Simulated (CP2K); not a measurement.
# Ge (Fd-3m) in CP2K: settings compared

Aim: see how the results for Ge move with the level of theory and the settings. Levels: LDA, r2SCAN. Tasks: band structure.

Everything below comes from runs of CP2K 2026.2. Logs are shortened: lines on timing, memory, paths and dates and some standing lists are left out, and cuts for length are marked.

**Experimental background.**

“Temperature-dependent photoluminescence in Ge: experiment and theory”, 2020, arxiv:2003.00143 reports, for a bulk crystal of Ge at 0 K: band gap 0.744 eV (indirect).

From “Electronic and optical properties of SixGe1-x-ySny alloys lattice-matched to Ge”, 2021, arxiv:2109.02782, for a bulk crystal of Ge at 300 K: band gap 0.807 eV (direct).

The results are compared with them further down.

**1. Starting point**

It takes space group Fd-3m (No. 227, cubic). Conventional cell: a = 5.658 Å, b = 5.658 Å, c = 5.658 Å, α = 90.00°, β = 90.00°, γ = 90.00°. Ge (site symmetry -43m) is surrounded by 4 Ge at 2.45 Å.

**2. Band structure, LDA**

The input, ge_bands.inp:

```
&GLOBAL
  PROJECT ge_bands
  RUN_TYPE ENERGY_FORCE
  PRINT_LEVEL LOW
&END GLOBAL
&FORCE_EVAL
  METHOD QS
  STRESS_TENSOR ANALYTICAL
  &DFT
    BASIS_SET_FILE_NAME BASIS_MOLOPT_UZH
    POTENTIAL_FILE_NAME GTH_POTENTIALS
    &MGRID
      CUTOFF 450
      REL_CUTOFF 60
      NGRIDS 4
    &END MGRID
    &QS
      METHOD GPW
      EPS_DEFAULT 1.0E-10
    &END QS
    &KPOINTS
      SCHEME MONKHORST-PACK 8 8 8
      GAMMA_CENTERED T
      SYMMETRY T
      SYMMETRY_BACKEND SPGLIB
    &END KPOINTS
    &SCF
      SCF_GUESS ATOMIC
      EPS_SCF 1.0E-6
      MAX_SCF 100
      ADDED_MOS 10
      CHOLESKY OFF
      EPS_EIGVAL 1.0E-7
      &DIAGONALIZATION ON
        ALGORITHM STANDARD
      &END DIAGONALIZATION
      &MIXING ON
        METHOD BROYDEN_MIXING
        ALPHA 0.4
        BETA 1.5
        NBUFFER 8
      &END MIXING
      &SMEAR ON
        METHOD FERMI_DIRAC
        ELECTRONIC_TEMPERATURE 580.23
      &END SMEAR
    &END SCF
    &XC
      &XC_FUNCTIONAL
        &LDA_X
        &END LDA_X
        &LDA_C_PW
        &END LDA_C_PW
      &END XC_FUNCTIONAL
    &END XC
    &PRINT
      &KPOINTS ON
      &END KPOINTS
      &MULLIKEN ON
      &END MULLIKEN
      &MO ON
        ENERGIES T
        OCCUPATION_NUMBERS T
        &EACH
          QS_SCF 0
        &END EACH
        ADD_LAST NUMERIC
      &END MO
      &BAND_STRUCTURE
        FILE_NAME bands.bs
        ADDED_MOS 2
        &KPOINT_SET
          UNITS B_VECTOR
          NPOINTS 6
          SPECIAL_POINT GAMMA 0.00000000 0.00000000 0.00000000
          SPECIAL_POINT X 0.50000000 0.00000000 0.50000000
          SPECIAL_POINT W 0.50000000 0.25000000 0.75000000
          SPECIAL_POINT K 0.37500000 0.37500000 0.75000000
          SPECIAL_POINT GAMMA 0.00000000 0.00000000 0.00000000
          SPECIAL_POINT L 0.50000000 0.50000000 0.50000000
          SPECIAL_POINT U 0.62500000 0.25000000 0.62500000
          SPECIAL_POINT W 0.50000000 0.25000000 0.75000000
          SPECIAL_POINT L 0.50000000 0.50000000 0.50000000
          SPECIAL_POINT K 0.37500000 0.37500000 0.75000000
        &END KPOINT_SET
        &KPOINT_SET
          UNITS B_VECTOR
          NPOINTS 6
          SPECIAL_POINT U 0.62500000 0.25000000 0.62500000
          SPECIAL_POINT X 0.50000000 0.00000000 0.50000000
        &END KPOINT_SET
      &END BAND_STRUCTURE
    &END PRINT
  &END DFT
  &SUBSYS
    &CELL
      A 4.0006828887 0.0000000000 0.0000000000
      B 2.0003414444 3.4646930141 0.0000000000
      C 2.0003414444 1.1548976714 3.2665439000
      PERIODIC XYZ
    &END CELL
    &COORD
      SCALED
      Ge  0.7500000000 0.7500000000 0.7500000000
      Ge  0.5000000000 0.5000000000 0.5000000000
    &END COORD
    &KIND Ge
      BASIS_SET TZVP-MOLOPT-PBE-GTH-q4
      POTENTIAL GTH-PADE-q4
    &END KIND
    &PRINT
      &ATOMIC_COORDINATES ON
      &END ATOMIC_COORDINATES
      &CELL ON
      &END CELL
      &SYMMETRY ON
      &END SYMMETRY
    &END PRINT
  &END SUBSYS
  &PRINT
    &FORCES ON
    &END FORCES
    &STRESS_TENSOR ON
    &END STRESS_TENSOR
  &END PRINT
&END FORCE_EVAL
```

Potentials or basis: GTH_POTENTIALS Ge GTH-PADE-q4; TZVP-MOLOPT-PBE-GTH basis.

Command:

```console
> OMP_NUM_THREADS=1 cp2k.psmp -i ge_bands.inp -o ge_bands.out
```

ge_bands.out:

```text

 CP2K| version string:                                       CP2K version 2026.2
 CP2K| Input file name                                              ge_bands.inp

 GLOBAL| Force Environment number                                              1
 GLOBAL| Basis set file name                                    BASIS_MOLOPT_UZH
 GLOBAL| Potential file name                                      GTH_POTENTIALS
 GLOBAL| MM Potential file name                                     MM_POTENTIAL
 GLOBAL| Coordinate file name                                      __STD_INPUT__
 GLOBAL| Method name                                                        CP2K
 GLOBAL| Project name                                                   ge_bands
 GLOBAL| Run type                                                   ENERGY_FORCE
 GLOBAL| FFT library                                                       FFTW3
[... 5 lines left out ...]
 GLOBAL| Global print level                                                  LOW
 GLOBAL| Total number of message passing processes                             1
 GLOBAL| Number of threads for this process                                    1
 GLOBAL| CPU model name                                                  UNKNOWN

 CELL| Volume [angstrom^3]:                                            45.278016
 CELL| Vector a [angstrom]:       4.001     0.000     0.000   |a| =     4.000683
 CELL| Vector b [angstrom]:       2.000     3.465     0.000   |b| =     4.000683
 CELL| Vector c [angstrom]:       2.000     1.155     3.267   |c| =     4.000683
 CELL| Angle (b,c), alpha [degree]:                                    60.000000
 CELL| Angle (a,c), beta  [degree]:                                    60.000000
 CELL| Angle (a,b), gamma [degree]:                                    60.000000
 CELL| Numerically orthorhombic:                                              NO
 CELL| Periodicity                                                           XYZ

 CELL_REF| Volume [angstrom^3]:                                        45.278016
 CELL_REF| Vector a [angstrom     4.001     0.000     0.000   |a| =     4.000683
 CELL_REF| Vector b [angstrom     2.000     3.465     0.000   |b| =     4.000683
 CELL_REF| Vector c [angstrom     2.000     1.155     3.267   |c| =     4.000683
 CELL_REF| Angle (b,c), alpha [degree]:                                60.000000
 CELL_REF| Angle (a,c), beta  [degree]:                                60.000000
 CELL_REF| Angle (a,b), gamma [degree]:                                60.000000
 CELL_REF| Numerically orthorhombic:                                          NO
 CELL_REF| Periodicity                                                       XYZ
[... 9 lines left out ...]
 TOTAL NUMBERS AND MAXIMUM NUMBERS

  Total number of            - Atomic kinds:                                   1
                             - Atoms:                                          2
                             - Shell sets:                                     2
                             - Shells:                                        14
                             - Primitive Cartesian functions:                  8
                             - Cartesian basis functions:                     36
                             - Spherical basis functions:                     34

  Maximum angular momentum of the orbital basis functions:                     2

 MODULE QUICKSTEP: ATOMIC COORDINATES IN ANGSTROM

   Atom Kind Element         X             Y             Z       Z(eff)     Mass
      1    1 Ge   32      6.001024      3.464693      2.449908   4.0000  72.6400
      2    1 Ge   32      4.000683      2.309795      1.633272   4.0000  72.6400

 Crystal Symmetry Information
       International Symbol:                                               Fd-3m
       Point Group Symbol:                                                  m-3m
       Schoenflies Symbol:                                                  Oh^7
       Number of Symmetry Operations:                                         48

 SCF PARAMETERS         Density guess:                                    ATOMIC
                        --------------------------------------------------------
                        max_scf:                                             100
                        max_scf_history:                                       0
                        max_diis:                                              4
[... 5 lines left out ...]
                        --------------------------------------------------------
[... 60 lines left out ...]
 Number of occupied orbitals:                                                  4
 Number of molecular orbitals:                                                14

 Number of orbital functions:                                                 34
 Number of independent orbital functions:                                     34

[... 30 lines left out ...]

  Total energy:                                                -7.98710692680684
  Total energy (extrapolated to T->0):                         -7.98709250366638

 MO| EIGENVALUES AND OCCUPATION NUMBERS FOR K POINT 1
 MO|
 MO|  Index      Eigenvalue [a.u.]        Eigenvalue [eV]             Occupation
 MO|      1              -0.260105              -7.077805               2.000000
 MO|      2              -0.093812              -2.552754               2.000000
 MO|      3               0.106433               2.896194               2.000000
 MO|      4               0.106433               2.896195               2.000000
 MO|      5               0.162337               4.417420               0.011240
 MO|      6               0.295543               8.042126               0.000000
 MO|      7               0.295543               8.042134               0.000000
 MO|      8               0.444168              12.086417               0.000000
 MO|      9               0.529725              14.414546               0.000000
 MO|     10               0.572232              15.571236               0.000000
 MO|     11               0.572233              15.571239               0.000000
 MO|     12               0.641771              17.463477               0.000000
 MO|     13               0.761891              20.732098               0.000000
[... 258 lines left out ...]
 MO|      4               0.076143               2.071952               2.000000
 MO|      5               0.243671               6.630637               0.000000
 MO|      6               0.281468               7.659129               0.000000
 MO|      7               0.340266               9.259115               0.000000
 MO|      8               0.386803              10.525447               0.000000
 MO|      9               0.539038              14.667976               0.000000
 MO|     10               0.540853              14.717363               0.000000
 MO|     11               0.650016              17.687846               0.000000
 MO|     12               0.705069              19.185906               0.000000
 MO|     13               0.761951              20.733741               0.000000
 MO|     14               0.789613              21.486455               0.000000
 MO| Sum:                                                               8.000000
 MO| E(Fermi):            0.152827 a.u.          4.158631 eV
 MO| Band gap:            0.167529 a.u.          4.558685 eV

 [... the levels of further k-points ...]

 !-----------------------------------------------------------------------------!
                     Mulliken Population Analysis

 #  Atom  Element  Kind  Atomic population                           Net charge
       1     Ge       1          4.000000                             -0.000000
       2     Ge       1          4.000000                              0.000000
 # Total charge                              8.000000                 -0.000000

 !-----------------------------------------------------------------------------!

 KPOINTS| Band Structure Calculation
 KPOINTS| Number of k-point sets                                               2
 KPOINTS| Number of added MOs/bands                                            2
 KPOINTS| Number of k-points in set    1                                      55
 KPOINTS| In units of b-vector [2pi/Bohr]
 KPOINTS| Special point     1       GAMMA     0.000000     0.000000     0.000000
 KPOINTS| Special point     2           X     0.500000     0.000000     0.500000
 KPOINTS| Special point     3           W     0.500000     0.250000     0.750000
 KPOINTS| Special point     4           K     0.375000     0.375000     0.750000
 KPOINTS| Special point     5       GAMMA     0.000000     0.000000     0.000000
 KPOINTS| Special point     6           L     0.500000     0.500000     0.500000
 KPOINTS| Special point     7           U     0.625000     0.250000     0.625000
 KPOINTS| Special point     8           W     0.500000     0.250000     0.750000
 KPOINTS| Special point     9           L     0.500000     0.500000     0.500000
 KPOINTS| Special point    10           K     0.375000     0.375000     0.750000
 KPOINTS| Number of k-points in set    2                                       7
 KPOINTS| In units of b-vector [2pi/Bohr]
 KPOINTS| Special point     1           U     0.625000     0.250000     0.625000
 KPOINTS| Special point     2           X     0.500000     0.000000     0.500000

 ENERGY| Total FORCE_EVAL ( QS ) energy [hartree]             -7.987107193746296

 FORCES| Atomic forces [hartree/bohr]
 FORCES|   Atom     x               y               z               |f|
 FORCES|      1 -9.68014692E-10 -6.46406308E-09 -3.54717889E-08   3.60689474E-08
 FORCES|      2  9.67999315E-10  6.46406083E-09  3.54717824E-08   3.60689403E-08
 FORCES| Sum    -1.53773569E-14 -2.25254293E-15 -6.46688802E-15
 FORCES| Total atomic force                                       1.68332319E-14

 STRESS| Analytical stress tensor [bar]
 STRESS|                        x                   y                   z
 STRESS|      x       -2.71959025774E+04  -5.10897151008E-03   2.02947284112E-03
 STRESS|      y       -5.10897151008E-03  -2.71963252688E+04   1.05765113829E-02
 STRESS|      z        2.02947284112E-03   1.05765113829E-02  -2.71969147241E+04
 STRESS| 1/3 Trace                                            -2.71963808568E+04
 STRESS| Determinant                                          -2.01156163010E+13

 STRESS| Eigenvectors and eigenvalues of the analytical stress tensor [bar]
 STRESS|                        1                   2                   3
 STRESS| Eigenvalues  -2.71969149182E+04  -2.71963251400E+04  -2.71959025121E+04
 STRESS|      x          -0.002095004384      0.012001291029      0.999925787231
 STRESS|      y          -0.017952170221      0.999766387934     -0.012036990557
 STRESS|      z           0.999836651929      0.017976055489      0.001879065746
```

Wall time 11 s (1 thread of Arm Neoverse V1, shared host); peak memory 0.25 GiB.

Results:

```
Free energy            : -217.3402 eV
Pressure               : -2.7 GPa
Band gap on the k mesh : none (metal or under the smearing width)
```

Levels at the corners of the path, in eV from the Fermi level:
```
point  band 1  band 2  band 3  band 4  band 5  band 6  band 7  band 8  band 9
    Γ  -12.74   -0.08   -0.02   -0.02   -0.02    2.63    2.63    2.63    8.17
    X   -8.93   -8.93   -3.05   -3.05    0.72    0.72    9.77    9.77   11.92
    W   -8.84   -8.84   -3.90   -3.90    4.41    4.41    4.83    4.83   11.20
    K   -9.40   -8.35   -4.33   -2.61    1.14    4.16    7.46    7.64    8.46
    Γ  -12.74   -0.08   -0.02   -0.02   -0.02    2.63    2.63    2.63    8.17
    L  -10.71   -7.63   -1.39   -1.39    0.12    3.84    3.84    8.65   10.98
    U   -9.40   -8.35   -4.33   -2.61    1.14    4.16    7.46    7.64    8.46
    W   -8.84   -8.84   -3.90   -3.90    4.41    4.41    4.83    4.83   11.20
    L  -10.71   -7.63   -1.39   -1.39    0.12    3.84    3.84    8.65   10.98
    K   -9.40   -8.35   -4.33   -2.61    1.14    4.16    7.46    7.64    8.46
    U   -9.40   -8.35   -4.33   -2.61    1.14    4.16    7.46    7.64    8.46
    X   -8.93   -8.93   -3.05   -3.05    0.72    0.72    9.77    9.77   11.92
```

Caveat: the basis of atomic orbitals isn't converged, which shifts pressures, moduli and gaps.

**3. Band structure, r2SCAN**

ge_bands.inp, as its differences from that of step 2:

```diff
@@ -10,5 +10,5 @@
     BASIS_SET_FILE_NAME BASIS_MOLOPT_UZH
-    POTENTIAL_FILE_NAME GTH_POTENTIALS
+    POTENTIAL_FILE_NAME POTENTIAL_UZH
     &MGRID
-      CUTOFF 450
+      CUTOFF 675
       REL_CUTOFF 60
@@ -44,3 +44,3 @@
         METHOD FERMI_DIRAC
-        ELECTRONIC_TEMPERATURE 580.23
+        ELECTRONIC_TEMPERATURE 1160.45
       &END SMEAR
@@ -49,6 +49,6 @@
       &XC_FUNCTIONAL
-        &LDA_X
-        &END LDA_X
-        &LDA_C_PW
-        &END LDA_C_PW
+        &MGGA_X_R2SCAN
+        &END MGGA_X_R2SCAN
+        &MGGA_C_R2SCAN
+        &END MGGA_C_R2SCAN
       &END XC_FUNCTIONAL
@@ -70,6 +70,6 @@
         FILE_NAME bands.bs
-        ADDED_MOS 2
+        ADDED_MOS 4
         &KPOINT_SET
           UNITS B_VECTOR
-          NPOINTS 6
+          NPOINTS 8
           SPECIAL_POINT GAMMA 0.00000000 0.00000000 0.00000000
@@ -87,3 +87,3 @@
           UNITS B_VECTOR
-          NPOINTS 6
+          NPOINTS 8
           SPECIAL_POINT U 0.62500000 0.25000000 0.62500000
@@ -107,4 +107,4 @@
     &KIND Ge
-      BASIS_SET TZVP-MOLOPT-PBE-GTH-q4
-      POTENTIAL GTH-PADE-q4
+      BASIS_SET TZVP-MOLOPT-SCAN-GTH-q4
+      POTENTIAL GTH-SCAN-q4
     &END KIND
@@ -115,4 +115,2 @@
       &END CELL
-      &SYMMETRY ON
-      &END SYMMETRY
     &END PRINT
```

Potentials or basis: POTENTIAL_UZH Ge GTH-SCAN-q4; TZVP-MOLOPT-SCAN-GTH basis.

Command:

```console
> OMP_NUM_THREADS=1 cp2k.psmp -i ge_bands.inp -o ge_bands.out
```

Run time: 32 s. Hardware: 1 thread of Arm Neoverse V1, shared host; peak memory 0.33 GiB.

It converged, with:

| Property | Result |
| --- | --- |
| Free energy | -215.9766 eV |
| Pressure | -3.0 GPa |
| Band gap on the k mesh | 0.48 eV, direct |
| Band gap along the path | 0.48 eV, direct |

Levels at the corners of the path, in eV from the valence-band top:
| point | band 1 | band 2 | band 3 | band 4 | band 5 | band 6 | band 7 | band 8 | band 9 |
| --- | --- | --- | --- | --- | --- | --- | --- | --- | --- |
| Γ | -13.02 | 0.00 | 0.00 | 0.00 | 0.48 | 2.74 | 2.74 | 2.74 | 9.89 |
| X | -9.06 | -9.06 | -3.06 | -3.06 | 0.98 | 0.98 | 10.11 | 10.11 | 12.88 |
| W | -8.96 | -8.96 | -3.90 | -3.90 | 4.75 | 4.75 | 5.08 | 5.08 | 11.77 |
| K | -9.55 | -8.45 | -4.33 | -2.62 | 1.41 | 4.48 | 7.84 | 7.84 | 9.03 |
| Γ | -13.02 | 0.00 | 0.00 | 0.00 | 0.48 | 2.74 | 2.74 | 2.74 | 9.89 |
| L | -10.92 | -7.69 | -1.39 | -1.39 | 0.49 | 3.97 | 3.97 | 9.05 | 11.98 |
| U | -9.55 | -8.45 | -4.33 | -2.62 | 1.41 | 4.48 | 7.84 | 7.84 | 9.03 |
| W | -8.96 | -8.96 | -3.90 | -3.90 | 4.75 | 4.75 | 5.08 | 5.08 | 11.77 |
| L | -10.92 | -7.69 | -1.39 | -1.39 | 0.49 | 3.97 | 3.97 | 9.05 | 11.98 |
| K | -9.55 | -8.45 | -4.33 | -2.62 | 1.41 | 4.48 | 7.84 | 7.84 | 9.03 |
| U | -9.55 | -8.45 | -4.33 | -2.62 | 1.41 | 4.48 | 7.84 | 7.84 | 9.03 |
| X | -9.06 | -9.06 | -3.06 | -3.06 | 0.98 | 0.98 | 10.11 | 10.11 | 12.88 |

Caveat: the basis of atomic orbitals isn't converged, which shifts pressures, moduli and gaps.

**4. How close it comes**

Step 2. Against the measured gap of Ge, 0.744 eV (indirect; 0 K; “Temperature-dependent photoluminescence in Ge: experiment and theory”, 2020, arxiv:2003.00143), the calculated 0.00 eV is off by -0.74 eV. 3 values of this kind are on record (0.666 to 0.807 eV); this one was drawn at random among those near their median. Spin-orbit coupling on Ge is left out. The value is that of LDA in an atomic basis (GTH_POTENTIALS Ge GTH-PADE-q4; TZVP-MOLOPT-PBE-GTH basis), whose error adds to the functional's, on a finite k mesh, which can miss the band edges, without temperature or zero-point motion. Semilocal functionals fall short of measured gaps as a rule.

Step 3. A measured gap of Ge is 0.807 eV (direct; 300 K; “Electronic and optical properties of SixGe1-x-ySny alloys lattice-matched to Ge”, 2021, arxiv:2109.02782); the calculated 0.48 eV misses it by -0.33 eV. 3 values of this kind are on record (0.666 to 0.807 eV); this one was drawn at random among those near their median. Spin-orbit coupling on Ge is left out. The value is that of r2SCAN in an atomic basis (POTENTIAL_UZH Ge GTH-SCAN-q4; TZVP-MOLOPT-SCAN-GTH basis), whose error adds to the functional's,, without temperature or zero-point motion.
